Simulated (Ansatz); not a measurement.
## ZnS (P6_3mc), frozen normal mode

Theory: DFT r2SCAN, scalar-relativistic, plane waves, PAW (Ansatz 0.2.0). The runs took a 500 eV cutoff, a Γ-centred 6×4×4 mesh and Gaussian smearing (0.05 eV). No spin polarisation. Energies are free energies at this smearing, counted from the undisturbed cell; pressure is positive in compression.

Zero of the scan (relaxed at this level):

```
CELL_PARAMETERS angstrom
-3.80672 0.00000 0.00000
0.00000 0.00000 -6.24574
0.00000 -6.59344 0.00000
ATOMIC_POSITIONS crystal
Zn 0.50000 0.99461 0.16667
Zn 0.00000 0.99461 0.66667
Zn 0.00000 0.49461 0.33333
Zn 0.50000 0.49461 0.83333
S 0.50000 0.62039 0.16667
S 0.00000 0.62039 0.66667
S 0.00000 0.12039 0.33333
S 0.50000 0.12039 0.83333
```

A zone-centre mode of this cell is frozen in: each atom moves by x times its row below, so x is the largest displacement.
```
atom ux uy uz
 Zn1  0.000  -0.063   0.196
 Zn2  0.000   0.063  -0.110
 Zn3  0.000  -0.063  -0.196
 Zn4  0.000   0.063   0.110
  S5  0.000  -0.678  -0.735
  S6  0.000   0.678   0.000
  S7  0.000  -0.678   0.735
  S8  0.000   0.678   0.000
```

```
  x (Å)  ΔE (meV/cell)
-0.1200          312.0
-0.0600           77.5
 0.0000            0.0
 0.0150            4.8
 0.0300           19.4
 0.0450           43.6
 0.0750          121.3
 0.0900          174.9
 0.1050          238.4
```

(1) Predict the gap on the mesh (eV) at each point.

Results:

(1)
```csv
x (Å),gap on the mesh (eV)
-0.1200,2.72
-0.0600,2.76
0.0000,2.78
0.0150,2.77
0.0300,2.77
0.0450,2.77
0.0750,2.75
0.0900,2.74
0.1050,2.73
```

Cost: 9 runs of about 6.9 core-minutes in all, on Oxide Virtual Turin-like Processor (Zen 5) (shared hosts).